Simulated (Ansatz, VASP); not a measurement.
# One calculation of RbBr, two programs

```xyz
2
Lattice="4.0702 0.0000 0.0000 0.0000 4.0702 0.0000 0.0000 0.0000 4.0702" Properties=species:S:1:pos:R:3 pbc="T T T"
Rb    0.0000   -0.1616   -0.1616
Br    2.0351    2.2079    2.2079
```

Change from the starting cell: mode 5 frozen in at -0.173 Å and mode 6 at -0.173 Å (largest displacements).

Alike in both runs: task single point; functional PBEsol; k mesh 6 × 6 × 6; occupations gaussian, width 0.05 eV; no spin polarisation.

|  | VASP | Ansatz |
| --- | --- | --- |
| version | VASP 6.6.1 | Ansatz 0.2.0 |
| potentials or method | VASP PAW PBE potentials, release 64 (Rb_sv, Br) | scalar-relativistic, plane waves, PAW |
| plane-wave cutoff (eV) | 520 | 420 |
| valence electrons in the cell | 16 | 16 |

|  | VASP | Ansatz | Ansatz less VASP |
| --- | --- | --- | --- |
| gap on the k mesh at the Fermi level (eV) | 4.13 | 4.13 | +0.002 |
| least direct gap on the mesh (eV) | 4.25 | 4.25 | +0.001 |
| pressure (GPa) | 1.5 | 1.4 | -0.07 |
| largest component of the traceless stress (GPa) | 1.34 | 1.32 | -0.020 |
| rms of the force components (eV/Å) | 0.345 | 0.340 | -0.0059 |

Atom by atom the forces differ by 0.006 eV/Å (rms over components). With one functional, cell and mesh, what is left measures potentials, basis and numerics.

Caveats: the PAW data sets were made with another functional, which shifts forces and pressure a little (VASP). A k mesh can miss the band edges.
